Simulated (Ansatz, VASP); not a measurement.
# One calculation of Ga, two programs

File INCAR:

```
SYSTEM = Ga
ALGO = Fast
EDIFF = 1E-6
ENCUT = 520
GGA = PE
ISIF = 2
ISMEAR = 0
LASPH = .True.
LCHARG = .False.
LREAL = .False.
LWAVE = .False.
NBANDS = 48
NELM = 100
PREC = Accurate
SIGMA = 0.1
```

Contents of KPOINTS:

```
k-points
0
Gamma
  4 4 8
  0 0 0
```

POSCAR

```
Ga
1.0
    6.6364902900      0.0000000000      0.0000000000
    0.0000000000      6.6364902900      0.0000000000
    0.0000000000      0.0000000000      2.4334980900
Ga
6
Direct
    0.1767953900      0.3232046100      0.0000000000
    0.3232046100      0.8232046100      0.0000000000
    0.8232046100      0.6767953900      0.0000000000
    0.6767953900      0.1767953900      0.0000000000
    0.0000000000      0.0000000000      0.0000000000
    0.5000000000      0.5000000000      0.0000000000
```

Input for Ansatz:

```yaml
crystal:
  lattice:
    - [6.63649029, 0.0, 0.0]
    - [0.0, 6.63649029, 0.0]
    - [0.0, 0.0, 2.43349809]
  atoms:
    - { symbol: Ga, position: [0.17679539, 0.32320461, 0.0] }
    - { symbol: Ga, position: [0.32320461, 0.82320461, 0.0] }
    - { symbol: Ga, position: [0.82320461, 0.67679539, 0.0] }
    - { symbol: Ga, position: [0.67679539, 0.17679539, 0.0] }
    - { symbol: Ga, position: [0.0, 0.0, 0.0] }
    - { symbol: Ga, position: [0.5, 0.5, 0.0] }
basis:
  ecutwfc: 420
kpoints:
  mp_grid: { grid: [4, 4, 8] }
hamiltonian:
  xc: pbe
scf:
  occupations: { method: gaussian, width: 0.1 }
  lower_state_search: "off"
output:
  forces: true
  stress: true
  eigenvalues: true
```

Alike in both runs: task single point; functional PBE; k mesh 4 × 4 × 8; occupations gaussian, width 0.1 eV; no spin polarisation.

|  | VASP | Ansatz |
| --- | --- | --- |
| version | VASP 6.6.1 | Ansatz 0.2.0 |
| potentials or method | VASP PAW PBE potentials, release 64 (Ga_d) | scalar-relativistic, plane waves, PAW |
| plane-wave cutoff (eV) | 520 | 420 |
| valence electrons in the cell | 78 | 78 |

|  | VASP | Ansatz | Ansatz less VASP |
| --- | --- | --- | --- |
| gap on the k mesh at the Fermi level (eV) | none | none | - |
| pressure (GPa) | 18.1 | 18.0 | -0.13 |
| largest component of the traceless stress (GPa) | 10.73 | 10.67 | -0.063 |
| rms of the force components (eV/Å) | 0.377 | 0.373 | -0.0041 |

Atom by atom the forces differ by 0.004 eV/Å (rms over components). A gap of «none» marks a metal or a gap that the smearing closes.

Caveats: so large a pressure means that the cell lies far from this level's equilibrium, or that cutoff or potentials fall short (VASP).
